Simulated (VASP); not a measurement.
# GaAs (F-43m) in VASP: G0W0 quasiparticle levels with PBEsol

Aim: the G0W0 quasiparticle levels of GaAs with PBEsol.

Everything below comes from runs of VASP 6.6.1. Logs are shortened: lines on timing, memory, paths and dates and some standing lists are left out, and cuts for length are marked.

**The experiment to reproduce.**

From “Evidence of valence band perturbations in GaAsN/GaAs(001): A combined variable-angle spectroscopic ellipsometry and modulated photoreflectance investigation”, 2008, arxiv:0805.2212, for a bulk crystal of GaAs at 300 K: band gap 1.418 ± 0.005 eV (direct).

How close the calculation comes is told below.

## 1. The crystal as given

Symmetry: F-43m, No. 216, cubic system. Conventional cell: a = 5.654 Å, b = 5.654 Å, c = 5.654 Å, α = 90.00°, β = 90.00°, γ = 90.00°. Ga (site symmetry -43m) is surrounded by 4 As at 2.45 Å. As (site symmetry -43m) is surrounded by 4 Ga at 2.45 Å.

## 2. G0W0 quasiparticle levels, PBEsol

POSCAR reads:

```
GaAs
1.0
    0.0000000000      2.8268500000      2.8268500000
    2.8268500000      0.0000000000      2.8268500000
    2.8268500000      2.8268500000      0.0000000000
Ga As
1 1
Direct
    0.0000000000      0.0000000000      0.0000000000
    0.2500000000      0.2500000000      0.2500000000
```

INCAR.step1 reads:

```
SYSTEM = GaAs
PREC = Accurate ; ENCUT = 450
EDIFF = 1E-8 ; ISMEAR = 0
SIGMA = 0.01 ; LREAL = .FALSE.
LASPH = .TRUE. ; NELM = 60
ALGO = Normal ; LWAVE = .TRUE.
LCHARG = .FALSE. ; GGA = PS
KPAR = 8
```

INCAR.step2 reads:

```
SYSTEM = GaAs
PREC = Accurate ; ENCUT = 450
EDIFF = 1E-8 ; ISMEAR = 0
SIGMA = 0.01 ; LREAL = .FALSE.
LASPH = .TRUE. ; NELM = 1
ALGO = Exact ; LWAVE = .TRUE.
LCHARG = .FALSE. ; GGA = PS
NBANDS = 109 ; LOPTICS = .TRUE.
ISTART = 1 ; KPAR = 8
```

INCAR.step3 reads:

```
SYSTEM = GaAs
PREC = Accurate ; ENCUT = 450
EDIFF = 1E-8 ; ISMEAR = 0
SIGMA = 0.01 ; LREAL = .FALSE.
LASPH = .TRUE. ; ALGO = EVGW0
LWAVE = .FALSE. ; LCHARG = .FALSE.
GGA = PS ; NELMGW = 1
NBANDS = 109 ; ENCUTGW = 150
NOMEGA = 50 ; PRECFOCK = Fast
ISTART = 1 ; NBANDSGW = 17
KPAR = 8
```

KPOINTS reads:

```
Automatic mesh
0
G
  5 5 5
  0 0 0
```

Potentials or basis: VASP PAW PBE potentials, release 64 (Ga_d_GW, As_GW).

Run with:

```sh
$ cat potpaw_PBE.64/Ga_d_GW/POTCAR potpaw_PBE.64/As_GW/POTCAR > POTCAR
$ cp INCAR.step1 INCAR
$ mpirun -np 8 vasp_std > vasp.out
$ cp INCAR.step2 INCAR
$ mpirun -np 8 vasp_std > vasp.out
$ cp INCAR.step3 INCAR
$ mpirun -np 8 vasp_std > vasp.out
```

OUTCAR:

```text
SYSTEM = GaAs
   PREC = Accurate
   ENCUT = 450
   EDIFF = 1E-8
   ISMEAR = 0
   LREAL = .FALSE.
   LASPH = .TRUE.
   GGA = PS
   NELMGW = 1
   ENCUTGW = 150
   PRECFOCK = Fast
   ISTART = 1

 ion  position               nearest neighbor table
   1  0.000  0.000  0.000-   2 2.45   2 2.45   2 2.45   2 2.45
   2  0.250  0.250  0.250-   1 2.45   1 2.45   1 2.45   1 2.45

  LATTYP: Found a face centered cubic cell.
 ALAT       =     5.6537000000

  Lattice vectors:

 A1 = (   0.0000000000,   2.8268500000,   2.8268500000)
 A2 = (   2.8268500000,   0.0000000000,   2.8268500000)
 A3 = (   2.8268500000,   2.8268500000,   0.0000000000)

Analysis of symmetry for initial positions (statically):
=====================================================================
 Subroutine PRICEL returns:
 Original cell was already a primitive cell.

 Routine SETGRP: Setting up the symmetry group for a
 face centered cubic supercell.

 Subroutine GETGRP returns: Found 24 space group operations
 (whereof 24 operations were pure point group operations)
 out of a pool of 48 trial point group operations.

The static configuration has the point symmetry T_d .

Analysis of symmetry for dynamics (positions and initial velocities):
=====================================================================
 Subroutine PRICEL returns:
 Original cell was already a primitive cell.

 Routine SETGRP: Setting up the symmetry group for a
 face centered cubic supercell.

 Subroutine GETGRP returns: Found 24 space group operations
 (whereof 24 operations were pure point group operations)
 out of a pool of 48 trial point group operations.

The dynamic configuration has the point symmetry T_d .

 Subroutine INISYM returns: Found 24 space group operations
 (whereof 24 operations are pure point group operations),
 and found     1 'primitive' translations

----------------------------------------------------------------------------------------

                                     Primitive cell

  volume of cell :      45.1792

  direct lattice vectors                    reciprocal lattice vectors
     0.000000000  2.826850000  2.826850000    -0.176875321  0.176875321  0.176875321
     2.826850000  0.000000000  2.826850000     0.176875321 -0.176875321  0.176875321
     2.826850000  2.826850000  0.000000000     0.176875321  0.176875321 -0.176875321

  length of vectors
     3.997769609  3.997769609  3.997769609     0.306357042  0.306357042  0.306357042

  position of ions in fractional coordinates (direct lattice)
     0.000000000  0.000000000  0.000000000
     0.250000000  0.250000000  0.250000000

  ion indices of the primitive-cell ions
   primitive index   ion index
                 1           1
                 2           2

----------------------------------------------------------------------------------------

 KPOINTS: Automatic mesh

Automatic generation of k-mesh.
 Grid dimensions read from file:
 generate k-points for:    5    5    5

 Generating k-lattice:

  Cartesian coordinates                     Fractional coordinates (reciprocal lattice)
    -0.035375064  0.035375064  0.035375064     0.200000000  0.000000000  0.000000000
     0.035375064 -0.035375064  0.035375064     0.000000000  0.200000000  0.000000000
     0.035375064  0.035375064 -0.035375064     0.000000000  0.000000000  0.200000000

  Length of vectors
     0.061271408  0.061271408  0.061271408

  Shift w.r.t. Gamma in fractional coordinates (k-lattice)
     0.000000000  0.000000000  0.000000000

 Subroutine IBZKPT returns following result:
 ===========================================

 Found     10 irreducible k-points:

 Following reciprocal coordinates:
            Coordinates               Weight
  0.000000  0.000000  0.000000      1.000000
  0.200000  0.000000  0.000000      8.000000
  0.400000  0.000000  0.000000      8.000000
  0.200000  0.200000  0.000000      6.000000
  0.400000  0.200000  0.000000     24.000000
 -0.400000  0.200000  0.000000     24.000000
 -0.200000  0.200000  0.000000     12.000000
  0.400000  0.400000  0.000000      6.000000
 -0.400000  0.400000  0.000000     12.000000
 -0.400000  0.400000  0.200000     24.000000
   k-points           NKPTS =     10   k-points in BZ     NKDIM =    125   number of bands    NBANDS=    109
   number of dos      NEDOS =    301   number of ions     NIONS =      2
   total plane-waves  NPLWV =  21952
   dimension x,y,z NGX =    28 NGY =   28 NGZ =   28
   dimension x,y,z NGXF=    56 NGYF=   56 NGZF=   56
   ions per type =               1   1
   NGX,Y,Z   is equivalent  to a cutoff of  11.64, 11.64, 11.64 a.u.
   NGXF,Y,Z  is equivalent  to a cutoff of  23.29, 23.29, 23.29 a.u.
 SYSTEM =  GaAs
   PREC   = accura    normal or accurate (medium, high low for compatibility)
   ISTART =      1    job   : 0-new  1-cont  2-samecut
   ICHARG =      0    charge: 1-file 2-atom 10-const
   ISPIN  =      1    spin polarized calculation?
   LNONCOLLINEAR =      F non collinear calculations
   LSORBIT =      F    spin-orbit coupling
   LASPH  =      T    aspherical Exc in radial PAW
   ENCUT  =  450.0 eV  33.07 Ry    5.75 a.u.   6.91  6.91  6.91*2*pi/ulx,y,z
   NELM   =     60;   NELMIN=  2; NELMDL=  0     # of ELM steps
   EDIFF  = 0.1E-07   stopping-criterion for ELM
   LREAL  =      F    real-space projection
   EDIFFG = 0.1E-06   stopping-criterion for IOM
   NSW    =      0    number of steps for IOM
   IBRION =     -1    ionic relax: 0-MD 1-quasi-New 2-CG
   NFREE  =      0    steps in history (QN), initial steepest desc. (CG)
   ISIF   =      0    stress and relaxation
   ISYM   =      3    0-nonsym 1-usesym 2-fastsym
   POTIM  = 0.5000    time-step for ionic-motion
   TEBEG  =    0.0;   TEEND  =   0.0 temperature during run
   PSTRESS=    0.0 pullay stress
   NELECT =      18.0000    total number of electrons
   NUPDOWN=      -1.0000    fix difference up-down
   EMIN   =  10.00;   EMAX   =-10.00  energy-range for DOS
   EFERMI =   0.00;   METHOD = LEGACY
   ISMEAR =     0;   SIGMA  =   0.01  broadening in eV -4-tet -1-fermi 0-gaus
   EFERMI_NEDOS =   21; number of points for ismear=-14 and -15
   IALGO  =     38    algorithm
   IMIX   =      4    mixing-type and parameters
     AMIX     =   0.40;   BMIX     =  1.00
     AMIX_MAG =   1.60;   BMIX_MAG =  1.00
  volume/ion in A,a.u.               =      22.59       152.44
  Fermi-wavevector in a.u.,A,eV,Ry     =   1.204628  2.276417 19.743799  1.451128
  Thomas-Fermi vector in A             =   2.340347
   LORBIT       =      0    0 simple, 1 ext, 2 COOP (PROOUT), +10 PAW based schemes
   GGA     = PS    functional components
   LHFCALC =     T    Hartree Fock is set to
   PRECFOCK=fast      Normal, Fast or Accurate (Low or Medium for compatibility)
   ENCUT4O =  -1.0   cutoff for four orbital integrals eV
   NKREDX  =     1    reduce k-point grid by
   NKREDY  =     1    reduce k-point grid by
   NKREDZ  =     1    reduce k-point grid by
   AEXX    =    1.0000 exact exchange contribution
   HFSCREEN=    0.0000 screening length (either q_TF or 0.3 A-1)
   HFSCREENC=   0.0000 screening length for correlation (either q_TF or 0.3 A-1)
   ENCUTFOCK=  -1.0 apply spherical cutoff to Coloumb kernel
   IVDW    =     0    specifies the selected vdW correction
   LEPSILON=     F    determine dielectric tensor
   LRPA    =     F    only Hartree local field effects (RPA)
   LRPAFORCE           =     F    calculate RPA forces
   ENCUTGW             = 150.0    cutoff for response function in eV
   ENCUTGWSOFT         = 120.0    soft cutoff for Coulomb kernel in GW response function in eV
   ENCUTLF             =  -1.0    cutoff for local field effects
   NELMGW              =     1    number of iterations in solving QP/BSE equation
   NELMHF              =     1    number of iterations in the inner HF iteration
   NKREDLFX            =     1    NKREDLFY  =   1   NKREDLFZ  =   1
 non-spin polarized calculation
 Gauss-broadening in eV      SIGMA  =   0.01
  energy-cutoff  :      450.00
  volume of cell :       45.18
 maximum number of plane-waves:       990
  NGX = 16; NGY = 16; NGZ = 16
   NGX = 13   NGY = 13   NGZ = 13
 maximum number of plane-waves:       194

 QP shifts <psi_nk| G(iteration)W_0 |psi_nk>: iteration 1
 for sc-GW calculations column KS-energies equals QP-energies in previous step
 and V_xc(KS)=  KS-energies - (<T + V_ion + V_H > + <T+V_H+V_ion>^1  + <V_x>^1)

 k-point   1 :       0.0000    0.0000    0.0000
  band No.  KS-energies  QP-energies   sigma(KS)   V_xc(KS)     V^pw_x(r,r')   Z            occupation Imag(sigma)

      1     -11.0662     -13.2845     -24.9985     -21.6758     -35.0047       0.6676       2.0000       0.2529
      2     -11.0662     -13.2845     -24.9985     -21.6758     -35.0047       0.6676       2.0000       0.2529
      3     -11.0662     -13.2845     -24.9985     -21.6758     -35.0047       0.6676       2.0000       0.2529
      4     -10.9868     -13.2332     -25.1308     -21.7776     -35.1195       0.6699       2.0000       0.2247
      5     -10.9868     -13.2332     -25.1308     -21.7776     -35.1195       0.6699       2.0000       0.2247
      6      -9.0160      -9.2876     -11.6798     -11.2455     -18.0923       0.6253       2.0000       0.9354
[... 9 lines left out ...]
     16      13.8166      13.8858      -9.8445      -9.9372      -4.5033       0.7469       0.0000      -0.3034
     17      15.1411      15.1763      -7.9306      -7.9777      -2.2447       0.7470       0.0000      -0.4105

 k-point   2 :       0.2000    0.0000    0.0000
  band No.  KS-energies  QP-energies   sigma(KS)   V_xc(KS)     V^pw_x(r,r')   Z            occupation Imag(sigma)

      1     -11.0971     -13.2792     -24.7731     -21.5016     -34.7391       0.6670       2.0000       0.2654
      2     -11.0581     -13.2782     -25.0157     -21.6919     -35.0246       0.6680       2.0000       0.2521
      3     -11.0581     -13.2782     -25.0157     -21.6919     -35.0246       0.6680       2.0000       0.2521
      4     -10.9869     -13.2305     -25.1290     -21.7771     -35.1195       0.6694       2.0000       0.2249
      5     -10.9869     -13.2305     -25.1290     -21.7771     -35.1195       0.6694       2.0000       0.2249
      6      -8.5583      -8.8724     -11.9964     -11.5045     -18.2673       0.6386       2.0000       0.9038
[... 9 lines left out ...]
     16      12.6284      12.7267      -8.0588      -8.1904      -2.5676       0.7469       0.0000      -0.2921
     17      14.6612      14.7536      -8.2978      -8.4213      -2.6106       0.7479       0.0000      -0.4084

 k-point   3 :       0.4000    0.0000    0.0000
  band No.  KS-energies  QP-energies   sigma(KS)   V_xc(KS)     V^pw_x(r,r')   Z            occupation Imag(sigma)
[... 127 lines left out ...]
      1     -11.1703     -13.2945     -24.4793     -21.2821     -34.4045       0.6644       2.0000       0.2822
      2     -11.0272     -13.2619     -25.0802     -21.7438     -35.0924       0.6698       2.0000       0.2465
      3     -11.0211     -13.2587     -25.1042     -21.7708     -35.1261       0.6712       2.0000       0.2486
      4     -11.0043     -13.2370     -25.0772     -21.7342     -35.0625       0.6679       2.0000       0.2286
      5     -10.9782     -13.2251     -25.1415     -21.7942     -35.1418       0.6713       2.0000       0.2243
      6      -6.4895      -6.8162     -12.9719     -12.4930     -18.5491       0.6820       2.0000       0.7219
[... 9 lines left out ...]
     16      17.5257      17.8157     -10.1999     -10.5946      -3.6151       0.7348       0.0000      -0.7836
     17      19.2880      19.3939      -9.9958     -10.1397      -3.4083       0.7357       0.0000      -0.8533

 k-point  10 :      -0.4000    0.4000    0.2000
  band No.  KS-energies  QP-energies   sigma(KS)   V_xc(KS)     V^pw_x(r,r')   Z            occupation Imag(sigma)

      1     -11.1612     -13.2873     -24.4909     -21.2941     -34.4185       0.6651       2.0000       0.2823
      2     -11.0363     -13.2718     -25.0695     -21.7345     -35.0810       0.6703       2.0000       0.2466
      3     -11.0253     -13.2596     -25.0846     -21.7511     -35.1015       0.6703       2.0000       0.2487
      4     -10.9980     -13.2325     -25.0950     -21.7513     -35.0836       0.6683       2.0000       0.2269
      5     -10.9817     -13.2251     -25.1323     -21.7863     -35.1301       0.6705       2.0000       0.2249
      6      -6.7142      -7.0523     -12.8668     -12.3690     -18.5151       0.6792       2.0000       0.7399
[... 9 lines left out ...]
     16      17.5438      17.7792      -9.7850     -10.1044      -3.3206       0.7370       0.0000      -0.7409
     17      18.0142      18.1229      -8.9822      -9.1283      -2.7554       0.7437       0.0000      -0.6682
```

It took 62 s on 8 MPI ranks of Intel Xeon Platinum 8259CL at 2.50GHz (Skylake/Cascade Lake), shared host; peak memory 0.45 GiB.

Results:

```
Band gap on the k mesh, mean-field level : 0.44 eV, direct
Quasiparticle gap                        : 1.37 eV
Least direct quasiparticle gap           : 1.37 eV
```

Caveat: bands, screening cutoff and mesh are small and nothing is extrapolated, so the quasiparticle values aren't converged.

## 3. How close it comes

Step 2. A measured gap of GaAs is 1.418 eV (direct; 300 K; “Evidence of valence band perturbations in GaAsN/GaAs(001): A combined variable-angle spectroscopic ellipsometry and modulated photoreflectance investigation”, 2008, arxiv:0805.2212); the calculated 1.37 eV misses it by -0.05 eV. 3 values of this kind are on record (1.412 to 1.51 eV); this one was drawn at random among those near their median, those with a stated uncertainty first. Spin-orbit coupling on As, Ga is left out. The value is that of G0W0 on PBEsol, without temperature or zero-point motion.
